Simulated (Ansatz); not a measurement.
Runs of Ansatz 0.2.0 on WS2 (Tungstenite). Symmetry: P6_3/mmc, No. 194, hexagonal system. The conventional cell has a = 3.180 Å, b = 3.180 Å, c = 12.500 Å, α = 90.00°, β = 90.00°, γ = 120.00°. Around W (site symmetry -6m2) lie 6 S at 2.41 Å. S (site symmetry 3m) has 3 W at 2.41 Å as nearest neighbours. 

```csv
task,level,U,cell,points for each segment of the path,hubbard projectors,double counting,target pressure (GPa),gap on the mesh (eV),pressure (GPa),largest force (eV/Å)
band structure,PBEsol+U,W d U = 4 eV,as given,14,ortho-atomic (the default),fll (the default),-,1.19,-2.4,(a)
band structure,PBEsol+U,W d U = 2 eV,as given,14,ortho-atomic (the default),fll (the default),-,1.12,(d),(c)
relaxation of cell and atoms,PBEsol,-,relaxed to 10 GPa,-,-,-,10,0.47,10.0,-
relaxation of cell and atoms,PBEsol,-,relaxed,-,-,-,0,1.17,0.0,-
band structure,PBEsol+U,W d U = 6 eV,as given,14,ortho-atomic (the default),fll (the default),-,1.21,(b),0.12
```

Alike in all rows: potentials or basis Ansatz PAW; no spin polarisation; k mesh 10 × 10 × 3; cutoff (eV) 420; smearing fermi-dirac 0.05 eV.

Fill in the values left out.

(a) 0.13; (b) -2.1; (c) 0.15; (d) -2.6.

Caveats: spin-orbit coupling is left out, which moves the levels of the heavy elements; this functional lacks dispersion, which binds the layers, so the pressure and a relaxed spacing across them are unreliable; the PAW data sets come from PBE, with cores solved anew for the run's functional, which leaves a small shift of forces and pressure; the k mesh misses the band edges, so the gap on the mesh is wider than the one along the path (some runs); odd divisions of the mesh miss points on the zone boundary, where band edges often lie, so the gap on the mesh can be too wide (some runs); the plane-wave basis is chosen anew once the cell has moved, so the energies of steps on either side of that aren't comparable (some runs).

A k mesh can miss the band edges, and the runs leave out spin-orbit coupling on W.
